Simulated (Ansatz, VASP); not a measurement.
One calculation of Ge, two programs

```
Ge
1.0
     0.03869    2.97693    2.99699
     3.10055   -0.13748    3.17316
     2.82509    2.87764    0.13799
Ge
2
Direct
  0.50001 0.49296 0.50984
  0.74999 0.75704 0.74016
```

Change from the starting cell: all atoms moved at random, sigma 0.25 Å a component, cell strained at random, sigma 0.06; relaxed back.

Alike in both runs: functional PBEsol; k mesh 10 × 10 × 10; occupations gaussian, width 0.15 eV; no spin polarisation.

Ansatz relaxed the structure, and its values are those at the end. VASP's run is a single point on that final structure, the one shown.

```csv
,VASP,Ansatz
version,VASP 6.6.1,Ansatz 0.2.0
potentials or method,"VASP PAW PBE potentials, release 64 (Ge_d)","scalar-relativistic, plane waves, PAW"
plane-wave cutoff (eV),520,420
valence electrons in the cell,28,28
```

|  | VASP | Ansatz | Ansatz less VASP |
| --- | --- | --- | --- |
| gap on the k mesh at the Fermi level (eV) | none | none | - |
| pressure (GPa) | -6.4 | -6.4 | +0.03 |

A gap of «none» marks a metal or a gap that the smearing closes. Ansatz warned: «stress_scf_threshold_loose».

Caveats: the PAW data sets were made with another functional, which shifts forces and pressure a little (VASP).
